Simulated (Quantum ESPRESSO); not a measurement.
**HgTe (Coloradoite) under changes of volume**

One of the cells (33.215 Å³/atom); the others are scaled copies at fixed shape and fractional positions:

```
Hg Te
1.0
     0.00000    3.21450    3.21450
     3.21450    0.00000    3.21450
     3.21450    3.21450    0.00000
Hg Te
1 1
Direct
  0.00000 0.00000 0.00000
  0.75000 0.75000 0.75000
```

| Quantity | Value |
| --- | --- |
| Program | Quantum ESPRESSO 7.5 |
| Functional | r2SCAN |
| Potentials or basis | SG15 PBE 1.2 |
| Cutoff | 952 eV |
| Density cutoff | 3810 eV |
| k mesh | 5 × 5 × 5 |
| Occupations | fermi-dirac, width 0.05 eV |
| Spin | no spin polarisation |

| volume (Å³/atom) | energy over the lowest point (meV/atom) | pressure (GPa) |
| --- | --- | --- |
| 31.223 | 78.72 | 6.9 |
| 31.887 | 53.34 | 5.4 |
| 32.551 | 33.61 | 4.1 |
| 33.215 | ? | ? |
| 33.880 | 8.72 | 2.0 |
| 34.544 | 2.56 | 1.0 |
| 35.208 | 0.00 | 0.2 |

Task: What does the run at 33.215 Å³/atom give?

Result: Energy over the lowest point 18.92 meV/atom; pressure 3.0 GPa.

Worked out: A Birch-Murnaghan fit of order 3 (a polynomial in V^(-2/3)) to the other rows has its minimum at 35.40 Å³/atom, just outside them, with B0 = V·E''(V) = 40 GPa and B' = 5.0. It gives 18.92 meV/atom at 33.215 Å³/atom, against the run's 18.92, and -dE/dV = 3.0 GPa, against 3.0.

Energies are extrapolated to zero smearing.

Caveats: the potentials were made for another functional, which shifts forces and pressure.
